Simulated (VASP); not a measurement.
# Ni (P6_3/mmc) in VASP: further runs, part 2 of 2

VASP 6.6.1. Earlier steps stand in the parts before.

## (5) Relaxation of cell and atoms, PBE+D3(BJ), collinear spin, ferromagnetic start

The input, INCAR:

```
PREC = Accurate
ENCUT = 600
EDIFF = 1E-7
ISMEAR = 0
SIGMA = 0.1
LREAL = False
LASPH = True
NELM = 100
ALGO = Normal
ISIF = 3
LWAVE = False
LCHARG = False
ISPIN = 2
MAGMOM = 1 1
LORBIT = 11
LMAXMIX = 4
GGA = PE
IVDW = 12
IBRION = 2
NSW = 90
EDIFFG = -0.005
```

The input, KPOINTS:

```
Automatic mesh
0
Gamma
  21 21 10
```

The input, POSCAR:

```
Ni
1.0
    2.4887455600      0.0000000000      0.0000000000
   -1.2443727800      2.1553168800      0.0000000000
    0.0000000000      0.0000000000      4.0641215000
Ni
2
Direct
    0.3333333300      0.6666666700      0.2500000000
    0.6666666700      0.3333333300      0.7500000000
```

Potentials or basis: VASP PAW PBE potentials, release 64 (Ni).

The run is started by

```bash
$ cat potpaw_PBE.64/Ni/POTCAR > POTCAR
$ mpirun -np 1 vasp_std > vasp.out
```

OUTCAR:

```text
PREC = Accurate
   ENCUT = 600
   EDIFF = 1E-7
   ISMEAR = 0
   LREAL = False
   LASPH = True
   NELM = 100
   ISIF = 3
   ISPIN = 2
   LORBIT = 11
   GGA = PE
   IVDW = 12
   IBRION = 2
   NSW = 90
   EDIFFG = -0.005
 IVDW          = 12

 ion  position               nearest neighbor table
   1  0.333  0.667  0.250-   2 2.49   2 2.49   2 2.49   2 2.49   2 2.49   2 2.49
   2  0.667  0.333  0.750-   1 2.49   1 2.49   1 2.49   1 2.49   1 2.49   1 2.49

  LATTYP: Found a hexagonal cell.
 ALAT       =     2.4887455600
 C/A-ratio  =     1.6330000002

  Lattice vectors:

 A1 = (   2.4887455600,   0.0000000000,   0.0000000000)
 A2 = (  -1.2443727800,   2.1553168800,   0.0000000000)
 A3 = (   0.0000000000,   0.0000000000,   4.0641215000)

Analysis of symmetry for initial positions (statically):
=====================================================================
 Subroutine PRICEL returns:
 Original cell was already a primitive cell.

 Routine SETGRP: Setting up the symmetry group for a
 hexagonal supercell.

 Subroutine GETGRP returns: Found 24 space group operations
 (whereof 12 operations were pure point group operations)
 out of a pool of 24 trial point group operations.

The static configuration has the point symmetry D_3d.
 The point group associated with its full space group is D_6h.

Analysis of symmetry for dynamics (positions and initial velocities):
=====================================================================
 Subroutine PRICEL returns:
 Original cell was already a primitive cell.

 Routine SETGRP: Setting up the symmetry group for a
 hexagonal supercell.

 Subroutine GETGRP returns: Found 24 space group operations
 (whereof 12 operations were pure point group operations)
 out of a pool of 24 trial point group operations.

The dynamic configuration has the point symmetry D_3d.
 The point group associated with its full space group is D_6h.

Analysis of structural, dynamic, and magnetic symmetry:
=====================================================================
 Subroutine PRICEL returns:
 Original cell was already a primitive cell.

 Routine SETGRP: Setting up the symmetry group for a
 hexagonal supercell.

 Subroutine GETGRP returns: Found 24 space group operations
 (whereof 12 operations were pure point group operations)
 out of a pool of 24 trial point group operations.

The overall configuration has the point symmetry D_3d.
 The point group associated with its full space group is D_6h.

 Subroutine INISYM returns: Found 24 space group operations
 (whereof 12 operations are pure point group operations),
 and found     1 'primitive' translations

----------------------------------------------------------------------------------------

                                     Primitive cell

  volume of cell :      21.8001

  direct lattice vectors                    reciprocal lattice vectors
     2.488745560  0.000000000  0.000000000     0.401808853  0.231984450  0.000000000
    -1.244372780  2.155316880  0.000000000     0.000000000  0.463968899  0.000000000
     0.000000000  0.000000000  4.064121500     0.000000000  0.000000000  0.246055636

  length of vectors
     2.488745560  2.488745561  4.064121500     0.463968899  0.463968899  0.246055636

  position of ions in fractional coordinates (direct lattice)
     0.333333330  0.666666670  0.250000000
     0.666666670  0.333333330  0.750000000

  ion indices of the primitive-cell ions
   primitive index   ion index
                 1           1
                 2           2

----------------------------------------------------------------------------------------

 KPOINTS: Automatic mesh

[... 78 lines left out ...]
   NELECT =      20.0000    total number of electrons
   NUPDOWN=      -1.0000    fix difference up-down
   EMIN   =  10.00;   EMAX   =-10.00  energy-range for DOS
   EFERMI =   0.00;   METHOD = LEGACY
   ISMEAR =     0;   SIGMA  =   0.10  broadening in eV -4-tet -1-fermi 0-gaus
   EFERMI_NEDOS =   21; number of points for ismear=-14 and -15
   IALGO  =     38    algorithm
   IMIX   =      4    mixing-type and parameters
     AMIX     =   0.40;   BMIX     =  1.00
     AMIX_MAG =   1.60;   BMIX_MAG =  1.00
  volume/ion in A,a.u.               =      10.90        73.56
  Fermi-wavevector in a.u.,A,eV,Ry     =   1.590738  3.006059 34.428838  2.530448
  Thomas-Fermi vector in A             =   2.689387
   LORBIT       =     11    0 simple, 1 ext, 2 COOP (PROOUT), +10 PAW based schemes
   GGA     = PE    functional components
   LHFCALC =     F    Hartree Fock is set to
   AEXX    =    0.0000 exact exchange contribution
   IVDW    =    12    specifies the selected vdW correction
   LEPSILON=     F    determine dielectric tensor
   LRPA    =     F    only Hartree local field effects (RPA)
 conjugate gradient relaxation of ions
 spin polarized calculation
 Gauss-broadening in eV      SIGMA  =   0.10
  energy-cutoff  :      600.00
  volume of cell :       21.80
 maximum number of plane-waves:       756
 NGX is ok and might be reduce to    20
   NGX =  9   NGY =  9   NGZ = 17

--------------------------------------- Ionic step        1  -------------------------------------------

 number of electron      20.0000004 magnetization       1.2799049

 Free energy of the ion-electron system (eV)
  ---------------------------------------------------
  ext. energy  EPLUGINS =         0.00000000
  ---------------------------------------------------
  free energy    TOTEN  =       -10.89681863 eV

  energy without entropy =      -10.87372698  energy(sigma->0) =      -10.88527281

------------------------ aborting loop because EDIFF is reached ----------------------------------------

 Edisp (eV)   -0.92391

 E8    (eV) :    -0.3994
[... 31 lines left out ...]
--------------------------------------- Ionic step        2  -------------------------------------------

 number of electron      19.9999992 magnetization       1.2190257

 E-fermi :  10.3360     XC(G=0): -13.6364

 val. band max:       10.3358864675   @ k =   0.4286   0.1429   0.2000
 cond. band min:      10.3360563055   @ k =   0.3810   0.0952   0.4000
 fundamental gap:      0.0001698380
 Fermi energy:        10.3360285826

 spin component 1

 k-point     1 :       0.0000    0.0000    0.0000
  band No.  band energies     occupation
      1       0.8461      1.00000
      2       5.1370      1.00000
      3       7.7372      1.00000
      4       7.8376      1.00000
      5       7.8376      1.00000
      6       8.1333      1.00000
      7       8.1333      1.00000
      8       8.5823      1.00000
      9       8.5823      1.00000
     10       9.6172      1.00000
     11       9.6172      1.00000
     12       9.8545      1.00000
[... 926 lines left out ...]
  FREE ENERGIE OF THE ION-ELECTRON SYSTEM (eV)
  ---------------------------------------------------
  free  energy   TOTEN  =       -11.8365533136 eV

  energy  without entropy=      -11.8141917569  energy(sigma->0) =      -11.82537254

[... ionic steps 4 to 8 ...]

--------------------------------------- Ionic step        9  -------------------------------------------

 number of electron      19.9999993 magnetization       1.2450142

------------------------ aborting loop because EDIFF is reached ----------------------------------------
[... 75 lines left out ...]
--------------------------------------- Ionic step       11  -------------------------------------------

 number of electron      19.9999993 magnetization       1.2455605

 Free energy of the ion-electron system (eV)
  ---------------------------------------------------
  ext. energy  EPLUGINS =         0.00000000
  ---------------------------------------------------
  free energy    TOTEN  =       -10.87999803 eV

  energy without entropy =      -10.85779012  energy(sigma->0) =      -10.86889408

 E-fermi :   9.8625     XC(G=0): -13.4456

 val. band max:        9.8624313856   @ k =   0.3333   0.2857   0.4000
 cond. band min:       9.8634580533   @ k =   0.2857   0.1429   0.1000
 fundamental gap:      0.0010266677
 Fermi energy:         9.8625180006

 spin component 1

 k-point     1 :       0.0000    0.0000    0.0000
  band No.  band energies     occupation
      1       0.6006      1.00000
      2       4.8388      1.00000
      3       7.3317      1.00000
      4       7.4398      1.00000
      5       7.4398      1.00000
      6       7.7177      1.00000
      7       7.7177      1.00000
      8       8.1601      1.00000
      9       8.1601      1.00000
     10       9.1379      1.00000
     11       9.1379      1.00000
     12       9.4185      1.00000
[... 886 lines left out ...]
  FREE ENERGIE OF THE ION-ELECTRON SYSTEM (eV)
  ---------------------------------------------------
  free  energy   TOTEN  =       -11.8367513882 eV

  energy  without entropy=      -11.8145434793  energy(sigma->0) =      -11.82564743

 reached required accuracy - stopping structural energy minimisation

 total charge

# of ion       s       p       d       tot
------------------------------------------
    1        0.510   0.526   8.333   9.370
    2        0.510   0.526   8.333   9.370
--------------------------------------------------
tot          1.021   1.053  16.666  18.740

 magnetization (x)

# of ion       s       p       d       tot
------------------------------------------
    1       -0.005  -0.024   0.660   0.631
    2       -0.005  -0.024   0.660   0.631
--------------------------------------------------
tot         -0.010  -0.049   1.321   1.263
```

CONTCAR:

```text
Ni
   1.00000000000000
     2.4553414863120100    0.0000000000000000   -0.0000000000000000
    -1.2276707431560050    2.1263881035366272    0.0000000000000000
     0.0000000000000000    0.0000000000000000    4.0355087194928121
  Ni
     2
Direct
     0.3333333300000021    0.6666666699999979    0.2500000000000000
     0.6666666699999979    0.3333333300000021    0.7500000000000000

  0.00000000E+00  0.00000000E+00  0.00000000E+00
  0.00000000E+00  0.00000000E+00  0.00000000E+00
```

Wall time 10 min (1 thread of Intel Xeon Platinum 8488C (Sapphire Rapids), shared host); peak memory 0.32 GiB.

What came out:

```yaml
Free_energy: -11.8368 eV
Relaxed_volume: 10.53 Å³/atom
Relaxed_cell: a = 2.455 Å, b = 2.455 Å, c = 4.036 Å, α = 90.00°, β = 90.00°, γ = 120.00°
Space_group_after_relaxing_to_0.05_Å: P6_3/mmc (No. 194)
Energy_gained_by_relaxing: 8.0 meV/atom
Ionic_steps: 11
Pressure_after_relaxing: 0.0 GPa
Band_gap_on_the_k_mesh: none (metal or under the smearing width)
Net_moment: 1.25 μB per cell
Site_moments: Ni +0.63 μB
Valence_electrons_inside_the_program's_atomic_spheres: Ni 9.37
Dispersion_energy_per_atom: -0.478 eV
```

The path:
```
step  energy change (eV)  largest force (eV/Å)  pressure (GPa)  volume (Å³)
   1              0.0000                0.0000           -6.62        21.80
   2             -0.0012                0.0000            7.37        20.41
   3             -0.0158                0.0000            0.01        21.07
   4             -0.0158                0.0000            0.17        21.06
   5             -0.0160                0.0000            0.17        21.06
   6             -0.0160                0.0000            0.15        21.06
   7             -0.0160                0.0000            0.15        21.06
   8             -0.0160                0.0000            0.13        21.06
   9             -0.0160                0.0000            0.14        21.06
  10             -0.0160                0.0000           -0.14        21.09
  11             -0.0160                0.0000            0.02        21.07
```

Final structure:
```xyz
2
Lattice="2.4553 0.0000 0.0000 -1.2277 2.1264 0.0000 0.0000 0.0000 4.0355" Properties=species:S:1:pos:R:3 pbc="T T T"
Ni    0.0000    1.4176    1.0089
Ni    1.2277    0.7088    3.0266
```

Caveat: pairwise dispersion overbinds metals, which lowers pressure and volume.

## (6) Relaxation of cell and atoms, PBEsol, collinear spin, ferromagnetic start

INCAR: that of step 5 with these lines changed.

```diff
@@ -1,3 +1,3 @@
 PREC = Accurate
-ENCUT = 600
+ENCUT = 300
 EDIFF = 1E-7
@@ -16,4 +16,3 @@
 LMAXMIX = 4
-GGA = PE
-IVDW = 12
+GGA = PS
 IBRION = 2
```

KPOINTS is that of step 5.

POSCAR is that of step 5.

Potentials or basis: VASP PAW PBE potentials, release 64 (Ni).

The run is started by

```bash
$ cat potpaw_PBE.64/Ni/POTCAR > POTCAR
$ mpirun -np 1 vasp_std > vasp.out
```

It took 3.7 min on 1 thread of Intel Xeon Platinum 8488C (Sapphire Rapids), shared host; peak memory 0.19 GiB.

These settings aren't checked as converged: the numbers below hold their error.

What came out:

* Free energy: -12.2501 eV
* Relaxed volume: 10.40 Å³/atom
* Relaxed cell: a = 2.445 Å, b = 2.445 Å, c = 4.017 Å, α = 90.00°, β = 90.00°, γ = 120.00°
* Space group after relaxing (to 0.05 Å): P6_3/mmc (No. 194)
* Energy gained by relaxing: 15.8 meV/atom
* Ionic steps: 8
* Band gap on the k mesh: none (metal or under the smearing width)
* Net moment: 1.24 μB per cell
* Site moments: Ni +0.63 μB
* Valence electrons inside the program's atomic spheres: Ni 9.39

Caveat: the cutoff is under 1.25 times the usual one of these potentials, so pressure, stress and relaxed cells hold a basis-set (Pulay) error; the PAW data sets were made with another functional, which shifts forces and pressure a little.

## (7) Overview

| level | potentials or basis | gap on the mesh (eV) | pressure (GPa) | moment (μB) | relaxed volume (Å³/atom) |
| --- | --- | --- | --- | --- | --- |
| PBEsol | VASP PAW PBE potentials, release 64 (Ni) | none | 0.0 | 1.24 | 10.40 |
| LDA | VASP PAW LDA potentials, release 64 (Ni) | none | 0.0 | 1.14 | 10.05 |
| PBE | VASP PAW PBE potentials, release 64 (Ni) | none | 0.0 | 1.28 | 10.92 |
| PBE+D3(BJ) | VASP PAW PBE potentials, release 64 (Ni) | none | 0.0 | 1.25 | 10.53 |

Alike in all rows: task relaxation of cell and atoms; spin collinear, ferromagnetic start; cell relaxed; k mesh 21 × 21 × 10; cutoff (eV) 600; smearing gaussian 0.1 eV.

Caveats: the PAW data sets were made with another functional, which shifts forces and pressure a little (some runs); pairwise dispersion overbinds metals, which lowers pressure and volume (some runs).

Total energies depend on the potentials used, so only differences within one code and one set of settings carry meaning.
